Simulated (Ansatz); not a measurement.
Structure relaxation of Ge

Computed with DFT PBE, scalar-relativistic, plane waves, PAW in Ansatz. Cutoff 420 eV, Γ-centred k mesh, Gaussian smearing, no spin polarisation in the final step.

The start puts Ge on the iodine structure type (Cmce, No. 64), at a guessed volume.

```xyz
4
Lattice="2.9963 -1.9803 0.0000 2.9963 1.9803 0.0000 0.0000 0.0000 8.0782" Properties=species:S:1:pos:R:3 pbc="T T T"
Ge    2.9963   -1.3862    0.9451
Ge    2.9963   -0.5941    4.9842
Ge    2.9963    1.3862    7.1330
Ge    2.9963    0.5941    3.0939
```

Cell and atoms relax at zero pressure; the relaxation can't lower the symmetry of the start. After a coarse first stage the cell is made exact in the group found at 0.06 Å.

Energies count from the standard state of Ge at the same level.

What does it relax into?

It ends in Fmmm (No. 69). Conventional cell: a = 4.049 Å, b = 4.125 Å, c = 4.677 Å. Ge is coordinated by 4 Ge at 2.89 Å and 8 Ge at 3.09–3.12 Å.

```xyz
1
Lattice="0.0000 2.0627 2.3384 2.0243 0.0000 2.3384 2.0243 2.0627 0.0000" Properties=species:S:1:pos:R:3 pbc="T T T"
Ge    0.0000    0.0000    0.0000
```

What are its volume, energy, density and gap?

The volume per atom is 19.53 Å³, the density is 6.18 g/cm³ and the energy over the standard structure is 0.33 eV/atom. The gap on the 18×18×18 mesh is 0 eV (a metal).

The final run used a 18×18×18 mesh on its 1-atom cell and 0.10 eV smearing. For metals, differences of a few meV/atom aren't resolved. Symmetry constrained the relaxation, so the result can be a saddle point. The steps took roughly 2.7 core-minutes in all.

This form isn't the element's structure at ambient conditions.